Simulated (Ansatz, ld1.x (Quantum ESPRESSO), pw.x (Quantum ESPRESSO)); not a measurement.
**pw.x on bcc Os: one setting changed**

Potential: norm-conserving Troullier–Martins (Kleinman–Bylander form), ld1.x (Quantum ESPRESSO) 7.5, PBE; core [Xe] 4f14, reference 5d6 6s0.5 6p0; waves: 6s (bound): rc 1.95 bohr; 6p (bound, empty): rc 3.20 bohr; 5d (bound): rc 3.00 bohr; 5f channel at 0.05 Ry: rc 2.95 bohr; local part: all-electron potential smoothed inside 2.55 bohr (lloc = -2); core correction: a·sin(br)/r model core inside 1.10 bohr.

The reference run (k-mesh 15³, cutoffs 50/200 Ry, Fermi–Dirac 0.01 Ry, mixing_beta 0.4, conv_thr 1e-9, no spin) gives -1.54 GPa at 14.794 Å³/atom, where all-electron LAPW gives -0.02 GPa. This run, with its own iteration cap, changes conv_thr to 1.0, a wrong or extreme entry chosen on purpose.

```
&control
  calculation='scf', prefix='x', pseudo_dir='./', outdir='./tmp', tstress=.true., disk_io='none'
/
&system
  ibrav=0, nat=1, ntyp=1, ecutwfc=50, ecutrho=200, nbnd=11,
  occupations='smearing', smearing='fd', degauss=0.01
/
&electrons
  conv_thr=1, mixing_beta=0.4, electron_maxstep=70
/
ATOMIC_SPECIES
Os 1.0 Os.UPF
CELL_PARAMETERS angstrom
  -1.54647133 1.54647133 1.54647133
  1.54647133 -1.54647133 1.54647133
  1.54647133 1.54647133 -1.54647133
ATOMIC_POSITIONS crystal
Os 0.0000 0.0000 0.0000
K_POINTS automatic
15 15 15 0 0 0
```

```bash
pw.x < Os.scf.in > Os.scf.out
```

Question: How does the run end?

Answer: It converges in 1 iterations; the free energy moves by +2.55 eV/atom and the pressure by -210.51 GPa. The result is not a property of the crystal.

```
Message from routine setup:
     using ibrav=0 with symmetry is DISCOURAGED, use correct ibrav instead
     lattice parameter (alat)  =       5.0618  a.u.
     unit-cell volume          =      99.8349 (a.u.)^3
     number of electrons       =         8.00
     number of Kohn-Sham states=           11
     kinetic-energy cutoff     =      50.0000  Ry
     charge density cutoff     =     200.0000  Ry
     scf convergence threshold =      1.0E+00
     Exchange-correlation= PBE
     number of k points=   120  Fermi-Dirac smearing, width (Ry)=  0.0100
     iteration #  1     ecut=    50.00 Ry     beta= 0.40
     the Fermi energy is    21.3297 ev
!    total energy              =     -53.54555108 Ry
     estimated scf accuracy    <       0.70244657 Ry
     smearing contrib. (-TS)   =      -0.00482935 Ry
     The total energy is F=E-TS. E is the sum of the following terms:
     one-electron contribution =      17.15762324 Ry
     hartree contribution      =       0.39422893 Ry
     xc contribution           =     -31.24341541 Ry
     ewald contribution        =     -39.84915848 Ry
     convergence has been achieved in   1 iterations
          total   stress  (Ry/bohr**3)                   (kbar)     P=    -2120.48
     Message from routine punch:
     Nothing written, as per user request (disk_io='none')
```

The run took about 1.9 s on one core of a shared host (Neoverse-V2, 96 threads, 742 GiB, load 16).
